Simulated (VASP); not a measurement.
Wanted: the native input for a VASP 6.6.1 run.

```
Task                   : single point
Functional             : PBEsol
Potentials or basis    : VASP PAW PBE potentials, release 64 (Zn, S)
Cutoff                 : 520 eV
k mesh                 : 6 × 6 × 4
Occupations            : gaussian, width 0.1 eV
Spin                   : no spin polarisation
Dipole correction      : no
Further INCAR settings : ALGO = Normal; EDIFF = 1e-07; NBANDS = 26
```

The structure of ZnS lies in POSCAR:

```
ZnS
1.0
    3.7603904454      0.0000000000      0.0000000000
   -1.8801952227      3.2565936539      0.0000000000
    0.0000000000      0.0000000000      6.1378736591
Zn S
2 2
Direct
    0.3333333333      0.6666666667      0.0000000000
    0.6666666667      0.3333333333      0.5000000000
    0.3333333333      0.6666666667      0.3850000000
    0.6666666667      0.3333333333      0.8850000000
```

The cell isn't the ideal one: Cd replaced by Zn, lengths x 0.947, strained and moved within the space group.

The input as run:

INCAR

```
SYSTEM = ZnS
ALGO = Normal
EDIFF = 1E-7
ENCUT = 520
GGA = PS
ISIF = 2
ISMEAR = 0
LASPH = .TRUE.
LCHARG = .TRUE.
LELF = .TRUE.
LREAL = .FALSE.
LVHAR = .TRUE.
LWAVE = .FALSE.
NBANDS = 26
NELM = 100
PREC = Accurate
SIGMA = 0.1
```

KPOINTS

```
k-points
0
G
  6 6 4
  0 0 0
```

Potentials or basis: VASP PAW PBE potentials, release 64 (Zn, S).

The run is started by

```console
$ cat potpaw_PBE.64/Zn/POTCAR potpaw_PBE.64/S/POTCAR > POTCAR
$ mpirun -np 1 vasp_std > vasp.out
```

Results of the run:

The pressure is 2.3 GPa, the largest force is 0.350 eV/Å and the band gap on the k mesh is 2.31 eV, direct.

Caveat: the PAW data sets were made with another functional, which shifts forces and pressure a little.

Run time: 43 s on 1 thread of Intel(R) Xeon(R) Platinum 8488C (Sapphire Rapids) (shared host), peak memory 0.19 GiB.
